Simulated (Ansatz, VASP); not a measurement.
# KMgF3 in VASP and in Ansatz

```xyz
5
Lattice="4.0542 0.0000 0.0000 0.0000 4.0542 0.0000 0.0000 0.0000 4.0542" Properties=species:S:1:pos:R:3 pbc="T T T"
K     2.0271    2.0271    2.0271
Mg    0.0000    0.0000    0.0000
F     2.0271    0.0000    0.0000
F     0.0000    2.0271    0.0000
F     0.0000    0.0000    2.0271
```

Alike in both runs: task single point; functional PBE; k mesh 6 × 6 × 6; occupations gaussian, width 0.02 eV; no spin polarisation.

|  | VASP | Ansatz |
| --- | --- | --- |
| version | VASP 6.6.1 | Ansatz 0.2.0 |
| potentials or method | VASP PAW PBE potentials, release 64 (K_sv, Mg, F) | scalar-relativistic, plane waves, PAW |
| plane-wave cutoff (eV) | 520 | 420 |
| valence electrons in the cell | 32 | 40 |

Ansatz gave:

- gap on the k mesh at the Fermi level (eV): 6.96
- least direct gap on the mesh (eV): 7.28
- pressure (GPa): 0.0

Problem. What did VASP give for the same quantities?

Solution. gap on the k mesh at the Fermi level (eV): 6.93; least direct gap on the mesh (eV): 7.25; pressure (GPa): -0.4.

The two sets of potentials don't hold the same shells in valence.

A k mesh can miss the band edges.
